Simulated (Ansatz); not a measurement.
Runs of Ansatz 0.2.0 on MnO2. Symmetry: P-3m1, No. 164, trigonal system. Conventional cell: a = 2.857 Å, b = 2.857 Å, c = 4.601 Å, α = 90.00°, β = 90.00°, γ = 120.00°. Mn (site symmetry -3m) has 6 O at 1.90 Å as nearest neighbours. Around O (site symmetry 3m) lie 3 Mn at 1.90 Å. Measurements of this composition are mostly on another form, of space group No. 136.

```csv
level,cutoff (eV),gap on the mesh (eV),pressure (GPa),moment (μB),largest force (eV/Å)
HSEsol,420,3.46,-7.8,3.00,0.71
r2SCANh,500,3.23,(b),3.00,0.30
r2SCAN50,500,6.33,-11.1,3.00,1.11
B3LYP,420,3.76,2.2,3.00,0.17
HSE06,420,3.52,-2.9,3.00,(a)
```

Alike in all rows: task band structure; potentials or basis Ansatz PAW; spin collinear, ferromagnetic start; cell as given; k mesh 6 × 6 × 3; smearing fermi-dirac 0.05 eV; the mesh is coarse, so values aren't converged.

Question: Estimate the missing entries.

Answer: (a) 0.44; (b) -3.0.

Caveats: all runs use coarse meshes; the magnetic or orbital state may not be the lowest; a cell with one magnetic atom can't hold antiferromagnetic order, which such compounds often take; the PAW data sets come from PBE, with cores solved anew for the run's functional, which leaves a small shift of forces and pressure; the thresholds are loose for stress; forces of over 1 eV/Å show positions far from the minimum, so gaps and moduli don't describe the material at rest (some runs).

A k mesh can miss the band edges.
